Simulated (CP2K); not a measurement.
Runs of CP2K 2026.2 on BaTiO3. The typed cell holds 10 atoms: a = 6.106 Å, b = 5.370 Å, c = 6.060 Å, α = 78.35°, β = 124.86°, γ = 127.36°. 

```csv
level,U,PLUS_U_METHOD,gap on the mesh (eV),largest force (eV/Å)
PBE+U,Ti d U = 4.0 eV,MULLIKEN,1.22,(a)
PBE+U,Ti d U = 6.0 eV,MULLIKEN,(b),1.34
PBE+U,Ti d U = 2.0 eV,MULLIKEN,1.03,1.14
PBE+U,Ti d U = 8.0 eV,MULLIKEN,1.64,1.44
PBE,-,-,0.86,1.04
```

Alike in all rows: task single point; potentials or basis GTH_POTENTIALS Ba GTH-PBE-q10, Ti GTH-PBE-q12, O GTH-PBE-q6; DZVP-MOLOPT-SR-GTH basis; no spin polarisation; cell as given; k mesh 5 × 5 × 4; smearing fermi-dirac 0.05 eV.

Problem. Estimate the missing entries.

Solution. (a) 1.24; (b) 1.42.

Caveats: spin-orbit coupling is left out, which moves the levels of the heavy elements; an odd mesh through Γ misses points on the zone boundary, where band edges often lie; the basis of atomic orbitals isn't converged, which shifts pressures, moduli and gaps; forces of over 1 eV/Å show positions far from the minimum, so gaps and moduli don't describe the material at rest; this program's U acts on Mulliken populations of all basis functions of the shell, so it isn't the U of plane-wave codes (some runs); energies scatter by some meV and the pressure isn't listed (some runs).

A k mesh can miss the band edges, and the runs leave out spin-orbit coupling on Ba.
